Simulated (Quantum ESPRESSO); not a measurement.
# CuO (Tenorite) (C2/c) in Quantum ESPRESSO: further runs, part 2 of 2

Quantum ESPRESSO 7.5. The steps go on from the part before.

## (3) Band structure, LDA

Input file pw.in:

```
&CONTROL
  calculation = 'scf'
  prefix = 'pwscf'
  outdir = './tmp'
  pseudo_dir = './pseudo'
  tprnfor = .true.
  tstress = .true.
  disk_io = 'low'
/
&SYSTEM
  ibrav = 0
  celldm(1) = 8
  nat = 4
  ntyp = 2
  ecutwfc = 56
  ecutrho = 448
  nbnd = 34
  occupations = 'smearing'
  smearing = 'fd'
  degauss = 0.00367493
/
&ELECTRONS
  conv_thr = 8d-10
  electron_maxstep = 120
  mixing_beta = 0.5
/
ATOMIC_SPECIES
Cu    63.5460 cu_lda_v1.2.uspp.F.UPF
O     15.9990 o_lda_v1.2.uspp.F.UPF
CELL_PARAMETERS alat
  0.5531818906194  -0.4042360396340   0.0000000000000
  0.5531818906194   0.4042360396340   0.0000000000000
 -0.2007898793840   0.0000000000000   1.1947484912637
ATOMIC_POSITIONS crystal
Cu     0.5000000000    0.0000000000    0.5000000000
Cu     0.0000000000    0.5000000000    0.0000000000
O      0.4184000000    0.5816000000    0.7500000000
O      0.5816000000    0.4184000000    0.2500000000
K_POINTS automatic
10 10 5 0 0 0
```

Input file bands.in:

```
&CONTROL
  calculation = 'bands'
  prefix = 'pwscf'
  outdir = './tmp'
  pseudo_dir = './pseudo'
  disk_io = 'low'
  verbosity = 'high'
/
&SYSTEM
  ibrav = 0
  celldm(1) = 8
  nat = 4
  ntyp = 2
  ecutwfc = 56
  ecutrho = 448
  nbnd = 34
  occupations = 'smearing'
  smearing = 'fd'
  degauss = 0.00367493
/
&ELECTRONS
  conv_thr = 1d-08
  electron_maxstep = 120
  mixing_beta = 0.5
  diago_full_acc = .true.
  startingwfc = 'random'
/
ATOMIC_SPECIES
Cu    63.5460 cu_lda_v1.2.uspp.F.UPF
O     15.9990 o_lda_v1.2.uspp.F.UPF
CELL_PARAMETERS alat
  0.5531818906194  -0.4042360396340   0.0000000000000
  0.5531818906194   0.4042360396340   0.0000000000000
 -0.2007898793840   0.0000000000000   1.1947484912637
ATOMIC_POSITIONS crystal
Cu     0.5000000000    0.0000000000    0.5000000000
Cu     0.0000000000    0.5000000000    0.0000000000
O      0.4184000000    0.5816000000    0.7500000000
O      0.5816000000    0.4184000000    0.2500000000
K_POINTS crystal
60
 0.0000000000  0.0000000000  0.0000000000 1
-0.0625000000 -0.0625000000  0.0000000000 1
-0.1250000000 -0.1250000000  0.0000000000 1
-0.1875000000 -0.1875000000  0.0000000000 1
-0.2500000000 -0.2500000000  0.0000000000 1
-0.3125000000 -0.3125000000  0.0000000000 1
-0.3750000000 -0.3750000000  0.0000000000 1
-0.4375000000 -0.4375000000  0.0000000000 1
-0.5000000000 -0.5000000000  0.0000000000 1
-0.5123923851 -0.5123923851  0.1637549418 1
-0.5247847702 -0.5247847702  0.3275098836 1
-0.5000000000 -0.5000000000  0.5000000000 1
-0.5667537928 -0.4332462072  0.5000000000 1
-0.6335075857 -0.3664924143  0.5000000000 1
-0.3664924143  0.3664924143  0.5000000000 1
-0.3206808625  0.3206808625  0.5000000000 1
-0.2748693107  0.2748693107  0.5000000000 1
-0.2290577589  0.2290577589  0.5000000000 1
-0.1832462072  0.1832462072  0.5000000000 1
-0.1374346554  0.1374346554  0.5000000000 1
-0.0916231036  0.0916231036  0.5000000000 1
-0.0458115518  0.0458115518  0.5000000000 1
 0.0000000000  0.0000000000  0.5000000000 1
-0.0594019037 -0.0594019037  0.5215612645 1
-0.1188038075 -0.1188038075  0.5431225291 1
-0.1782057112 -0.1782057112  0.5646837936 1
-0.2376076149 -0.2376076149  0.5862450582 1
-0.2970095186 -0.2970095186  0.6078063227 1
-0.3564114224 -0.3564114224  0.6293675873 1
-0.4158133261 -0.4158133261  0.6509288518 1
-0.4752152298 -0.4752152298  0.6724901164 1
-0.5000000000 -0.5000000000  0.0000000000 1
-0.5563658165 -0.4436341835  0.0000000000 1
-0.6127316330 -0.3872683670  0.0000000000 1
-0.3872683670  0.3872683670  0.0000000000 1
-0.3442385485  0.3442385485  0.0000000000 1
-0.3012087299  0.3012087299  0.0000000000 1
-0.2581789113  0.2581789113  0.0000000000 1
-0.2151490928  0.2151490928  0.0000000000 1
-0.1721192742  0.1721192742  0.0000000000 1
-0.1290894557  0.1290894557  0.0000000000 1
-0.0860596371  0.0860596371  0.0000000000 1
-0.0430298186  0.0430298186  0.0000000000 1
 0.0000000000  0.0000000000  0.0000000000 1
-0.0714285714  0.0000000000  0.0000000000 1
-0.1428571429  0.0000000000  0.0000000000 1
-0.2142857143  0.0000000000  0.0000000000 1
-0.2857142857  0.0000000000  0.0000000000 1
-0.3571428571  0.0000000000  0.0000000000 1
-0.4285714286  0.0000000000  0.0000000000 1
-0.5000000000  0.0000000000  0.0000000000 1
-0.5000000000  0.0000000000  0.5000000000 1
-0.4375000000  0.0000000000  0.4375000000 1
-0.3750000000  0.0000000000  0.3750000000 1
-0.3125000000  0.0000000000  0.3125000000 1
-0.2500000000  0.0000000000  0.2500000000 1
-0.1875000000  0.0000000000  0.1875000000 1
-0.1250000000  0.0000000000  0.1250000000 1
-0.0625000000  0.0000000000  0.0625000000 1
 0.0000000000  0.0000000000  0.0000000000 1
```

Potentials or basis: GBRV 1.5 LDA.

Started as:

```bash
> OMP_NUM_THREADS=1 mpirun -n 2 pw.x -nk 2 -in pw.in > pw.out
> OMP_NUM_THREADS=1 mpirun -n 2 pw.x -nk 2 -in bands.in > bands.out
```

pw.out:

```text
This program is part of the open-source Quantum ESPRESSO suite
     for quantum simulation of materials; please cite
         "P. Giannozzi et al., J. Phys.:Condens. Matter 21 395502 (2009);
         "P. Giannozzi et al., J. Phys.:Condens. Matter 29 465901 (2017);
         "P. Giannozzi et al., J. Chem. Phys. 152 154105 (2020);
     in publications or presentations arising from this work. More details at

     Message from routine setup:
     using ibrav=0 with symmetry is DISCOURAGED, use correct ibrav instead

     K-points division:     npool     =       2
     Subspace diagonalization in iterative solution of the eigenvalue problem:
     a serial algorithm will be used

     G-vector sticks info
     --------------------
     sticks:   dense  smooth     PW     G-vecs:    dense   smooth      PW
     Sum        1021     515    163                43821    15447    2735

     Using Slab Decomposition

     bravais-lattice index     =            0
     lattice parameter (alat)  =       8.0000  a.u.
     unit-cell volume          =     273.5769 (a.u.)^3
     number of atoms/cell      =            4
     number of atomic types    =            2
     number of electrons       =        50.00
     number of Kohn-Sham states=           34
     kinetic-energy cutoff     =      56.0000  Ry
     charge density cutoff     =     448.0000  Ry
     scf convergence threshold =      8.0E-10
     mixing beta               =       0.5000
     number of iterations used =            8  plain     mixing
     Exchange-correlation= SLA  PZ   NOGX NOGC
                           (   1   1   0   0   0   0   0)

     celldm(1)=   8.000000  celldm(2)=   0.000000  celldm(3)=   0.000000
     celldm(4)=   0.000000  celldm(5)=   0.000000  celldm(6)=   0.000000

     crystal axes: (cart. coord. in units of alat)
               a(1) = (   0.553182  -0.404236   0.000000 )
               a(2) = (   0.553182   0.404236   0.000000 )
               a(3) = (  -0.200790   0.000000   1.194748 )

     reciprocal axes: (cart. coord. in units 2 pi/alat)
               b(1) = (  0.903862 -1.236901  0.151903 )
               b(2) = (  0.903862  1.236901  0.151903 )
               b(3) = ( -0.000000  0.000000  0.836996 )

     PseudoPot. # 1 for Cu read from file:
     cu_lda_v1.2.uspp.F.UPF
     Pseudo is Ultrasoft + core correction, Zval = 19.0
     Generated by new atomic code, or converted to UPF format
     Using radial grid of  867 points,  6 beta functions with:
                l(1) =   0
                l(2) =   0
                l(3) =   1
                l(4) =   1
                l(5) =   2
                l(6) =   2
     Q(r) pseudized with  8 coefficients,  rinner =    1.150   1.150   1.150
                                                       1.150   1.150

     PseudoPot. # 2 for O  read from file:
     o_lda_v1.2.uspp.F.UPF
     Pseudo is Ultrasoft + core correction, Zval =  6.0
     Generated by new atomic code, or converted to UPF format
     Using radial grid of  737 points,  5 beta functions with:
                l(1) =   0
                l(2) =   0
                l(3) =   1
                l(4) =   1
                l(5) =   2
     Q(r) pseudized with  8 coefficients,  rinner =    0.900   0.900   0.900
                                                       0.900   0.900

     atomic species   valence    mass     pseudopotential
     Cu               19.00    63.54600     Cu( 1.00)
     O                 6.00    15.99900     O ( 1.00)

      4 Sym. Ops., with inversion, found ( 2 have fractional translation)

   Cartesian axes

     site n.     atom                  positions (alat units)
         1        Cu     tau(   1) = (   0.1761960  -0.2021180   0.5973742  )
         2        Cu     tau(   2) = (   0.2765909   0.2021180   0.0000000  )
         3        O      tau(   3) = (   0.4025895   0.0659713   0.8960614  )
         4        O      tau(   4) = (   0.5029844  -0.0659713   0.2986871  )

     number of k points=   141  Fermi-Dirac smearing, width (Ry)=  0.0037

     Number of k-points >= 100: set verbosity='high' to print them.

     Dense  grid:    43821 G-vectors     FFT dimensions: (  40,  40,  72)

     Smooth grid:    15447 G-vectors     FFT dimensions: (  27,  27,  48)

     Check: negative core charge=   -0.000002

     Initial potential from superposition of free atoms

     starting charge      48.0000, renormalised to      50.0000
     Starting wfcs are   34 randomized atomic wfcs

     Self-consistent Calculation

     iteration #  1     ecut=    56.00 Ry     beta= 0.50
     Davidson diagonalization with overlap
     ethr =  1.00E-02,  avg # of iterations =  4.3

     total energy              =    -869.01918772 Ry
     estimated scf accuracy    <       4.75630218 Ry

     iteration #  2     ecut=    56.00 Ry     beta= 0.50
     Davidson diagonalization with overlap
     ethr =  9.51E-03,  avg # of iterations =  3.0

     total energy              =    -870.61116664 Ry
     estimated scf accuracy    <       8.78441496 Ry

     iteration #  3     ecut=    56.00 Ry     beta= 0.50
     Davidson diagonalization with overlap
     ethr =  9.51E-03,  avg # of iterations =  2.0
[... 50 lines left out ...]
     total energy              =    -871.54836289 Ry
     estimated scf accuracy    <       0.00000014 Ry

     iteration # 11     ecut=    56.00 Ry     beta= 0.50
     Davidson diagonalization with overlap
     ethr =  2.87E-10,  avg # of iterations =  2.0

     total energy              =    -871.54836291 Ry
     estimated scf accuracy    <          7.5E-09 Ry

     iteration # 12     ecut=    56.00 Ry     beta= 0.50
     Davidson diagonalization with overlap
     ethr =  1.49E-11,  avg # of iterations =  2.4

     End of self-consistent calculation

     Number of k-points >= 100: set verbosity='high' to print the bands.

     the Fermi energy is    11.4235 ev

!    total energy              =    -871.54836292 Ry
     estimated scf accuracy    <          6.2E-10 Ry
     smearing contrib. (-TS)   =      -0.00140624 Ry
     internal energy E=F+TS    =    -871.54695668 Ry

     The total energy is F=E-TS. E is the sum of the following terms:
     one-electron contribution =    -620.12235733 Ry
     hartree contribution      =     336.39163488 Ry
     xc contribution           =     -90.64730122 Ry
     ewald contribution        =    -497.16893300 Ry

     convergence has been achieved in  12 iterations

     Forces acting on atoms (cartesian axes, Ry/au):

     atom    1 type  1   force =    -0.00000000   -0.00000000    0.00000000
     atom    2 type  1   force =     0.00000000    0.00000000   -0.00000000
     atom    3 type  2   force =     0.00000000   -0.01711265    0.00000000
     atom    4 type  2   force =     0.00000000    0.01711265   -0.00000000

     Total force =     0.024201     Total SCF correction =     0.000003

     Computing stress (Cartesian axis) and pressure

          total   stress  (Ry/bohr**3)                   (kbar)     P=      -88.10
  -0.00066048   0.00000000   0.00000061          -97.16        0.00        0.09
   0.00000000  -0.00035855  -0.00000000            0.00      -52.74       -0.00
   0.00000061  -0.00000000  -0.00077769            0.09       -0.00     -114.40

=------------------------------------------------------------------------------=
   JOB DONE.
=------------------------------------------------------------------------------=
```

bands.out:

```text
This program is part of the open-source Quantum ESPRESSO suite
     for quantum simulation of materials; please cite
         "P. Giannozzi et al., J. Phys.:Condens. Matter 21 395502 (2009);
         "P. Giannozzi et al., J. Phys.:Condens. Matter 29 465901 (2017);
         "P. Giannozzi et al., J. Chem. Phys. 152 154105 (2020);
     in publications or presentations arising from this work. More details at
[... 811 lines left out ...]
     8.2780   8.3827   8.6883   8.7409   8.9775   9.1505   9.2108   9.7198
    11.6361  12.3743  13.0877  17.2947  19.4179  24.5108  26.9429  27.5614
    28.0110  28.1583

=------------------------------------------------------------------------------=
   JOB DONE.
=------------------------------------------------------------------------------=
```

Wall time 1.9 min (2 MPI ranks of Arm Neoverse V2, shared host); peak memory 0.44 GiB.

Results:

* Free energy: -11858.0196 eV
* Pressure: -8.8 GPa
* Largest force: 0.440 eV/Å
* Band gap on the k mesh: none (metal or under the smearing width)

Forces in eV/Å, atoms in the order of the input:
```
Cu   0.000  0.000  0.000
Cu   0.000  0.000  0.000
O    0.000 -0.440  0.000
O    0.000  0.440  0.000
```

Levels at the corners of the path, in eV from the Fermi level:
```csv
point,band 22,band 23,band 24,band 25,band 26,band 27,band 28,band 29
Γ,-2.27,-2.21,-1.70,0.21,0.95,1.66,5.87,7.99
Y,-2.18,-1.66,-1.25,-0.68,1.07,3.15,6.86,8.29
F,-1.89,-1.37,-1.35,-0.67,0.19,4.06,5.95,8.48
L,-1.70,-1.34,-1.34,-0.41,-0.41,5.02,5.02,8.80
I,-1.85,-1.53,-1.53,-0.29,-0.29,5.66,5.66,8.88
I1,-1.85,-1.53,-1.53,-0.29,-0.29,5.66,5.66,8.88
Z,-2.27,-1.56,-1.56,0.24,0.24,3.85,3.85,11.47
F1,-1.89,-1.37,-1.35,-0.67,0.19,4.06,5.95,8.48
Y,-2.18,-1.66,-1.25,-0.68,1.07,3.15,6.86,8.29
X1,-2.05,-1.42,-1.35,-1.34,0.89,4.70,6.98,7.45
X,-2.05,-1.42,-1.35,-1.34,0.89,4.70,6.98,7.45
Γ,-2.27,-2.21,-1.70,0.21,0.95,1.66,5.87,7.99
N,-1.64,-1.55,-1.45,0.00,0.25,4.64,6.14,6.80
M,-2.19,-1.76,-1.65,-0.09,0.75,4.94,6.36,7.86
Γ,-2.27,-2.21,-1.70,0.21,0.95,1.66,5.87,7.99
```

Caveat: the run has no spin polarisation, though such a crystal can be magnetic; semilocal functionals often make such compounds metallic where correlation or magnetic order opens a gap, which also shifts bond lengths. With open d or f shells a metallic result of LDA can be an artefact of self-interaction; +U or a hybrid may open a gap.

## (4) Band structure, r2SCAN

Edit pw.in of step 3 so:

```diff
@@ -14,5 +14,5 @@
   ntyp = 2
-  ecutwfc = 56
-  ecutrho = 448
+  ecutwfc = 88
   nbnd = 34
+  input_dft = 'r2scan'
   occupations = 'smearing'
@@ -20,5 +20,6 @@
   degauss = 0.00367493
+  nosym = .true.
 /
 &ELECTRONS
-  conv_thr = 8d-10
+  conv_thr = 1d-08
   electron_maxstep = 120
@@ -27,4 +28,4 @@
 ATOMIC_SPECIES
-Cu    63.5460 cu_lda_v1.2.uspp.F.UPF
-O     15.9990 o_lda_v1.2.uspp.F.UPF
+Cu    63.5460 Cu_ONCV_PBE-1.2.upf
+O     15.9990 O_ONCV_PBE-1.2.upf
 CELL_PARAMETERS alat
@@ -39,2 +40,2 @@
 K_POINTS automatic
-10 10 5 0 0 0
+7 7 4 0 0 0
```

Edit bands.in of step 3 so:

```diff
@@ -13,5 +13,5 @@
   ntyp = 2
-  ecutwfc = 56
-  ecutrho = 448
+  ecutwfc = 88
   nbnd = 34
+  input_dft = 'r2scan'
   occupations = 'smearing'
@@ -19,2 +19,3 @@
   degauss = 0.00367493
+  nosym = .true.
 /
@@ -28,4 +29,4 @@
 ATOMIC_SPECIES
-Cu    63.5460 cu_lda_v1.2.uspp.F.UPF
-O     15.9990 o_lda_v1.2.uspp.F.UPF
+Cu    63.5460 Cu_ONCV_PBE-1.2.upf
+O     15.9990 O_ONCV_PBE-1.2.upf
 CELL_PARAMETERS alat
```

Potentials or basis: SG15 PBE 1.2.

Started as:

```bash
> OMP_NUM_THREADS=1 mpirun -n 2 pw.x -nk 2 -in pw.in > pw.out
> OMP_NUM_THREADS=1 mpirun -n 2 pw.x -nk 2 -in bands.in > bands.out
```

Wall time 9.2 min (2 MPI ranks of Arm Neoverse V2, shared host); peak memory 0.38 GiB.

It converged, with:

* Free energy: -10806.8724 eV
* Pressure: -1.0 GPa
* Largest force: 0.245 eV/Å
* Band gap on the k mesh: none (metal or under the smearing width)

Forces on the atoms (eV/Å):
```
Cu   0.000  0.000  0.000
Cu   0.000  0.000  0.000
O    0.000 -0.245  0.000
O    0.000  0.245  0.000
```

Stress tensor (GPa, compression positive):
```
-1.23  0.00 -0.47
 0.00  0.42  0.00
-0.47  0.00 -2.10
```

Levels at the corners of the path, in eV from the Fermi level:
| point | band 23 | band 24 | band 25 | band 26 | band 27 | band 28 |
| --- | --- | --- | --- | --- | --- | --- |
| Γ | -2.27 | -1.76 | 0.21 | 0.97 | 2.09 | 6.67 |
| Y | -1.76 | -1.30 | -0.70 | 1.10 | 3.93 | 7.82 |
| F | -1.42 | -1.41 | -0.71 | 0.19 | 4.83 | 6.81 |
| L | -1.38 | -1.38 | -0.44 | -0.44 | 5.82 | 5.82 |
| I | -1.57 | -1.57 | -0.31 | -0.31 | 6.48 | 6.48 |
| I1 | -1.57 | -1.57 | -0.31 | -0.31 | 6.48 | 6.48 |
| Z | -1.60 | -1.60 | 0.25 | 0.25 | 4.40 | 4.40 |
| F1 | -1.42 | -1.41 | -0.71 | 0.19 | 4.83 | 6.81 |
| Y | -1.76 | -1.30 | -0.70 | 1.10 | 3.93 | 7.82 |
| X1 | -1.48 | -1.38 | -1.37 | 0.92 | 5.46 | 7.89 |
| X | -1.48 | -1.38 | -1.37 | 0.92 | 5.46 | 7.89 |
| Γ | -2.27 | -1.76 | 0.21 | 0.97 | 2.09 | 6.67 |
| N | -1.59 | -1.50 | 0.01 | 0.26 | 5.50 | 6.98 |
| M | -1.84 | -1.68 | -0.11 | 0.76 | 5.73 | 7.22 |
| Γ | -2.27 | -1.76 | 0.21 | 0.97 | 2.09 | 6.67 |

Caveat: the k mesh is coarse; the potentials were made for another functional, which shifts forces and pressure; the run has no spin polarisation, though such a crystal can be magnetic; semilocal functionals often make such compounds metallic where correlation or magnetic order opens a gap, which also shifts bond lengths. With open d or f shells a metallic result of r2SCAN can be an artefact of self-interaction; +U or a hybrid may open a gap.

## (5) The runs side by side

```tsv
level	potentials or basis	k mesh	cutoff (eV)	SCF threshold	form of the LDA correlation	symmetry	gap on the mesh (eV)	pressure (GPa)	largest force (eV/Å)
PBEsol	GBRV 1.5 PBEsol	10 × 10 × 5	762	8e-10 Ry	-	-	none	-2.2	0.34
LDA	GBRV 1.5 LDA	10 × 10 × 5	762	8e-10 Ry	PZ81	-	none	-8.8	0.44
r2SCAN	SG15 PBE 1.2	7 × 7 × 4	1197	1e-08 Ry	-	off	none	-1.0	0.25
```

Alike in all rows: task band structure; no spin polarisation; cell as given; smearing fermi-dirac 0.05 eV.

Caveats: the run has no spin polarisation, though such a crystal can be magnetic; semilocal functionals often make such compounds metallic where correlation or magnetic order opens a gap, which also shifts bond lengths; the potentials were made for another functional, which shifts forces and pressure (some runs).

Absolute energies hang on the potentials; compare differences alone.
